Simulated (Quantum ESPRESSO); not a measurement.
# BN: zone-centre phonons under several settings

```
CELL_PARAMETERS angstrom
2.55394 0.00000 0.00000
-1.27697 2.21178 0.00000
0.00000 0.00000 4.22685
ATOMIC_POSITIONS crystal
N 0.33333 0.66667 0.12528
N 0.66667 0.33333 0.62528
B 0.33333 0.66667 0.49972
B 0.66667 0.33333 0.99972
```

Measurements of this composition are mostly on another form, of space group No. 194.

All runs used Quantum ESPRESSO 7.5; k mesh 6 × 6 × 4, shifted; given cell, atoms relaxed; no spin polarisation; occupations smeared at first, fixed for the response.

```tsv
level	potentials	cutoff (eV)	pressure (GPa)	lowest optical mode without the field (cm⁻¹)	highest optical mode without the field (cm⁻¹)	sum of the Born charges (e)
PBE	GBRV 1.5 PBE	612	?	?	?	?
PBE	JTH 2.0 PBE	707	-0.3	470	1110	-0.05
PBE	SSSP 1.3 efficiency PBE	816	-1.4	472	1110	-0.02
PBE	PseudoDojo 0.4.1 SR PBE standard	1143	-0.4	473	1113	-0.05
PBE	PseudoDojo 0.4 SR PBE stringent	1143	-0.4	473	1113	-0.05
PBE	SPMS 1.0 PBE	1197	-1.0	474	1112	-0.05
```

Q: What stands in the row left open?

A: Pressure -0.1 GPa; lowest optical mode without the field 472 cm⁻¹; highest optical mode without the field 1111 cm⁻¹; sum of the Born charges -0.06 e.

Caveats: all runs use coarse meshes; before the sum rule the acoustic modes lie tens of cm⁻¹ from zero, a sign that the density grid also shifts the optical modes (some runs).

For the row left open. Caveat: the k mesh is coarse (spacing up to 0.47 Å⁻¹), so the values aren't converged; the mesh is thin for the dielectric tensor, Born charges and intensities, which usually come out too large; the Born charges break their sum rule by 0.06 e, a sign of too thin a mesh.
